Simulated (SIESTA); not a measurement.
Runs of SIESTA 5.4.2 on CoO. Symmetry: Fm-3m, No. 225, cubic system. Conventional cell: a = 4.263 Å, b = 4.263 Å, c = 4.263 Å, α = 90.00°, β = 90.00°, γ = 90.00°. Co (site symmetry m-3m) is surrounded by 6 O at 2.13 Å. Around O (site symmetry m-3m) lie 6 Co at 2.13 Å. 

| task | potentials or basis | cell | broadening (eV) | window from (eV) | window to (eV) | energy points | k mesh for the DOS | energy shift | gap on the mesh (eV) | pressure (GPa) | moment (μB) |
| --- | --- | --- | --- | --- | --- | --- | --- | --- | --- | --- | --- |
| density of states | PseudoDojo 0.4 standard (PBEsol files), DZP (energy shift 0.002 Ry) | as given | 0.1 eV | -15 eV | 5 eV | 201 | 12 × 12 × 12 | 0.002 Ry | none | (a) | 2.95 |
| density of states | PseudoDojo 0.4 standard (PBEsol files), TZP (energy shift 0.002 Ry) | as given | 0.2 eV | -10 eV | 10 eV | 301 | 12 × 12 × 12 | 0.002 Ry | none | -10.8 | 2.95 |
| density of states | PseudoDojo 0.4 standard (PBEsol files), TZP (energy shift 0.002 Ry) | as given | 0.05 eV | -10 eV | 5 eV | 201 | 12 × 12 × 12 | 0.002 Ry | none | -10.8 | 2.95 |
| relaxation of cell and atoms | PseudoDojo 0.4 standard (PBEsol files), DZP (energy shift 0.003 Ry; two zetas on semicore shells) | relaxed | - | - | - | - | - | 0.003 Ry | none | 0.0 | 2.84 |

Alike in all rows: level PBEsol; spin collinear, ferromagnetic start; k mesh 8 × 8 × 8; smearing fermi-dirac 0.05 eV; grid cutoff 800 Ry.

Q: Fill in the values left out.

A: (a) -10.2.

Caveats: the basis of atomic orbitals isn't converged, which shifts pressures, moduli and gaps; a cell with one magnetic atom can't hold antiferromagnetic order, which such compounds often take; semilocal functionals often make such compounds metallic where correlation or magnetic order opens a gap, which also shifts bond lengths; semicore shells carry a single zeta, which can move pressures by several GPa and volumes by a few percent (some runs); short orbitals over semicore shells can move pressures by several GPa (some runs).

A gap of «none» marks a metal or a gap under the smearing width.
